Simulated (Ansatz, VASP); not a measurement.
## Si in VASP and in Ansatz

File INCAR:

```
ALGO = Normal
EDIFF = 1E-6
ENCUT = 520
GGA = PE
ISIF = 2
ISMEAR = -1
LASPH = T
LCHARG = F
LREAL = F
LWAVE = F
NBANDS = 11
NELM = 100
PREC = Accurate
SIGMA = 0.02
```

KPOINTS

```
k-points
0
Gamma
  8 8 8
```

Contents of POSCAR:

```
Si
1.0
    0.0000000000      2.7221188956      2.6404553288
    2.7221188956      0.0000000000      2.6404553288
    2.7221188956      2.7221188956      0.0000000000
Si
2
Direct
    0.0000000000      0.0000000000      0.0000000000
    0.2500000000      0.2500000000      0.2500000000
```

Input for Ansatz:

```yaml
crystal:
  lattice:
    - [0.0, 2.7221188956, 2.6404553288]
    - [2.7221188956, 0.0, 2.6404553288]
    - [2.7221188956, 2.7221188956, 0.0]
  atoms:
    - { symbol: Si, position: [0.0, 0.0, 0.0] }
    - { symbol: Si, position: [0.25, 0.25, 0.25] }
kpoints:
  mp_grid: { grid: [8, 8, 8] }
  band_path:
    path:
      - [0.0, 0.0, 0.0]
      - [0.5, 0.0, 0.5]
      - [0.625, 0.25, 0.625]
      - [0.375, 0.375, 0.75]
      - [0.5, 0.5, 0.5]
      - [0.5, 0.25, 0.75]
      - [0.419271, 0.419271, 0.0]
    npoints: 1
hamiltonian:
  xc: pbe
scf:
  occupations: { method: fermi_dirac, width: 0.02 }
  n_extra_bands: 4
output:
  forces: true
  stress: true
  eigenvalues: true
  write_density: true
  write_potential: true
  elf: true
  volumetric_format: npy
```

Change from the starting cell: uniaxial_z strain -3.0%.

Alike in both runs: task single point; functional PBE; k mesh 8 × 8 × 8; occupations fermi-dirac, width 0.02 eV; no spin polarisation.

|  | VASP | Ansatz |
| --- | --- | --- |
| version | VASP 6.6.1 | Ansatz 0.2.0 |
| potentials or method | VASP PAW PBE potentials, release 64 (Si) | plane waves, PAW |
| plane-wave cutoff (eV) | 520 | 420 |
| valence electrons in the cell | 8 | 8 |

|  | VASP | Ansatz | Ansatz less VASP |
| --- | --- | --- | --- |
| pressure (GPa) | 4.3 | 4.3 | +0.08 |
| largest component of the traceless stress (GPa) | 1.86 | 1.85 | -0.006 |
